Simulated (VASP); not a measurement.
Input of a VASP 6.6.1 run:

Contents of INCAR:

```
PREC = Accurate
ENCUT = 600
EDIFF = 1E-7
ISMEAR = 0
SIGMA = 0.1
LREAL = F
LASPH = T
NELM = 80
ALGO = Normal
ISIF = 3
LWAVE = F
LCHARG = F
GGA = PE
IVDW = 12
IBRION = 2
NSW = 90
EDIFFG = -0.005
```

The input KPOINTS:

```
regular mesh
0
Gamma
  18 18 10
```

POSCAR

```
TiAl
1.0
    2.8672622300      0.0000000000      0.0000000000
   -1.4336311200      2.4831219300      0.0000000000
    0.0000000000      0.0000000000      4.6780830000
Ti Al
1 1
Direct
    0.0000000000      0.0000000000      0.0000000000
    0.3333333300      0.6666666700      0.5000000000
```

Potentials or basis: VASP PAW PBE potentials, release 64 (Ti_sv, Al).

Command:

```console
$ cat potpaw_PBE.64/Ti_sv/POTCAR potpaw_PBE.64/Al/POTCAR > POTCAR
$ mpirun -np 1 vasp_std > vasp.out
```

(1) Predict the dispersion energy per atom.

(2) What does it give for the relaxed cell?

(3) What does it give for the band gap on the k mesh?

(4) Estimate the space group after relaxing (to 0.05 Å).

## Answers

(1) -0.490 eV.

(2) a = 2.831 Å, b = 2.831 Å, c = 4.598 Å, α = 90.00°, β = 90.00°, γ = 120.00°.

(3) none (metal or under the smearing width).

(4) P-6m2 (No. 187).
